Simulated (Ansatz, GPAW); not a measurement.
This is a calculation of Ge (Germanium) for Ansatz 0.2.0. 

Contents of input.yaml:

```yaml
crystal:
  lattice:
    - [0.0, 2.82891, 2.82891]
    - [2.82891, 0.0, 2.82891]
    - [2.82891, 2.82891, 0.0]
  atoms:
    - { symbol: Ge, position: [0.75, 0.75, 0.75] }
    - { symbol: Ge, position: [0.5, 0.5, 0.5] }
kpoints:
  mp_grid: { grid: [8, 8, 8] }
scf:
  occupations: { method: gaussian, width: 0.016 }
hamiltonian:
  xc: pbe
  pseudopotentials: { kind: all_electron, lapw: { basis_error: 0.001 } }
output:
  forces: true
  stress: true
  eigenvalues: true
```

Potentials or basis: all-electron LAPW, scalar-relativistic.

Run with:

```bash
$ ansatz run input.yaml --threads 1 --pin off --max-ram 3072MiB --backend cpu --events-out ev --progress --plain --runs-dir out
```

What does the same run look like in GPAW 26.7.0 (ASE script)? Potentials or basis there: GPAW PAW data sets (gpaw-data 1.2.1), cutoff 600 eV.

As run (cutoffs and basis follow the program's own potentials, and thresholds, step limits or extra output files can differ):

Contents of run.py:

```python
from ase.dft.bandgap import bandgap
from ase.io import read, write
from ase.units import GPa
from gpaw import GPAW, PW

atoms = read('Ge.xyz')

calc = GPAW(mode=PW(600),
            xc='PBE',
            kpts={'size': (8, 8, 8), 'gamma': True},
            occupations={'name': 'methfessel-paxton', 'order': 0, 'width': 0.016},
            nbands=11,
            convergence={'density': 1e-05, 'energy': 1e-05},
            maxiter=150,
            txt='gpaw.txt')
atoms.calc = calc
energy = atoms.get_potential_energy()
forces = atoms.get_forces()
stress = atoms.get_stress()
calc.write('gs.gpw')
write('result.traj', atoms)
print(f'Energy: {energy:.6f} eV')
print('Forces (eV/A):')
print(forces.round(4))
print('Stress (GPa):', (stress / GPa).round(3))
print('Fermi level:', round(calc.get_fermi_level(), 4), 'eV')
print(f'Gap: {bandgap(calc)[0]:.4f} eV, direct: {bandgap(calc, direct=True)[0]:.4f} eV')
```

Contents of Ge.xyz:

```xyz
2
Lattice="0.0000000000 2.8289100000 2.8289100000 2.8289100000 0.0000000000 2.8289100000 2.8289100000 2.8289100000 0.0000000000" Properties=species:S:1:pos:R:3 pbc="T T T"
Ge     4.2433650000      4.2433650000      4.2433650000
Ge     2.8289100000      2.8289100000      2.8289100000
```

Potentials or basis: GPAW PAW data sets (gpaw-data 1.2.1), pw.

Command:

```bash
$ OMP_NUM_THREADS=1 python run.py
```

Both were run:

|  | Ansatz | GPAW |
| --- | --- | --- |
| Pressure | 3.6 GPa | 3.8 GPa |

Where Ansatz's input types no cutoff or centring, it takes its own default and a Γ-centred mesh.

Pressure is positive in compression.
